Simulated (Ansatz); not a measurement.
Write the native input for Ansatz 0.2.0 that does the following.

* Task: relaxation of cell and atoms
* Functional: PBE
* Dispersion: D3(BJ)
* Potentials or basis: Ansatz PAW
* Cutoff: 420 eV (not typed: the program's choice for these potentials)
* k mesh: 9 × 9 × 4
* Occupations: fermi-dirac, width 0.05 eV
* Spin: no spin polarisation

Crystal: MoS2.

```
Mo S
1.0
     3.22746    0.00000    0.00000
    -1.61373    2.79507    0.00000
     0.00000    0.00000    6.31247
Mo S
1 2
Direct
  0.00000 0.00000 0.50000
  0.66667 0.33333 0.74468
  0.33333 0.66667 0.25532
```

Measurements of this composition are mostly on another form, of space group No. 194.

The input as run:

input.yaml

```yaml
crystal:
  lattice:
    - [3.2274645616, 0.0, 0.0]
    - [-1.6137322808, 2.7950663001, 0.0]
    - [0.0, 0.0, 6.31247342]
  atoms:
    - { symbol: Mo, position: [0.0, 0.0, 0.5] }
    - { symbol: S, position: [0.6666666667, 0.3333333333, 0.74468068] }
    - { symbol: S, position: [0.3333333333, 0.6666666667, 0.25531932] }
hamiltonian:
  xc: pbe
  pseudopotentials: { kind: paw }
  dispersion: d3bj
kpoints:
  mp_grid: { grid: [9, 9, 4] }
scf:
  occupations: { method: fermi_dirac, width: 0.05 }
output:
  forces: true
  stress: true
  write_density: true
  write_potential: true
  elf: true
  volumetric_format: npy
relax:
  f_tol: 0.01
  max_steps: 40
  cell: { stress_tol: 0.05 }
```

Potentials or basis: Ansatz PAW.

The run is started by

```console
$ ansatz run input.yaml --threads 2 --pin off --max-ram 5120MiB --backend cpu --events-out ev --progress --plain --runs-dir out
```

It gave:

```
Relaxed volume                         : 16.89 Å³/atom
Relaxed cell                           : a = 3.174 Å, b = 3.174 Å, c = 5.811 Å, α = 90.00°, β = 90.00°, γ = 120.00°
Space group after relaxing (to 0.05 Å) : P-3m1 (No. 164)
Energy gained by relaxing              : 28.2 meV/atom
Ionic steps                            : 8
Pressure after relaxing                : 0.0 GPa
Band gap on the k mesh                 : none (metal or under the smearing width)
```

Caveat: the plane-wave basis is chosen anew once the cell has moved, so the energies of steps on either side of that aren't comparable.

It took 10 s on 2 threads of Arm Neoverse V1 (shared host), peak memory 0.36 GiB.
